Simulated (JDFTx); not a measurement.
**Na under changes of volume**

One of the cells (39.256 Å³/atom); the others are scaled copies at fixed shape and fractional positions:

```
CELL_PARAMETERS angstrom
-2.14100 2.14100 2.14100
2.14100 -2.14100 2.14100
2.14100 2.14100 -2.14100
ATOMIC_POSITIONS crystal
Na 0.00000 0.00000 0.00000
```

* Program: JDFTx 1.7.0 (patched build)
* Functional: PBE
* Potentials or basis: PseudoDojo-SR-PBE-0.5-standard
* Cutoff: 1197 eV
* Density cutoff: 4789 eV
* k mesh: 9 × 9 × 9
* Occupations: fermi-dirac, width 0.05 eV
* Spin: no spin polarisation

```csv
volume (Å³/atom),energy over the lowest point (meV/atom),pressure (GPa)
36.901,0.00,0.0
37.686,0.33,-0.1
38.471,1.40,-0.3
39.256,3.14,-0.4
40.041,5.49,-0.5
40.827,?,?
41.612,11.80,-0.7
```

**Question.** What does the run at 40.827 Å³/atom give?

**Answer.** Energy over the lowest point 8.39 meV/atom; pressure -0.6 GPa.

Worked out: A Birch-Murnaghan fit of order 3 (a polynomial in V^(-2/3)) to the other rows has its minimum at 36.96 Å³/atom with B0 = V·E''(V) = 7.8 GPa and B' = 3.6. It gives 8.40 meV/atom at 40.827 Å³/atom, against the run's 8.39, and -dE/dV = -0.6 GPa, against -0.6.

Energies are extrapolated to zero smearing.
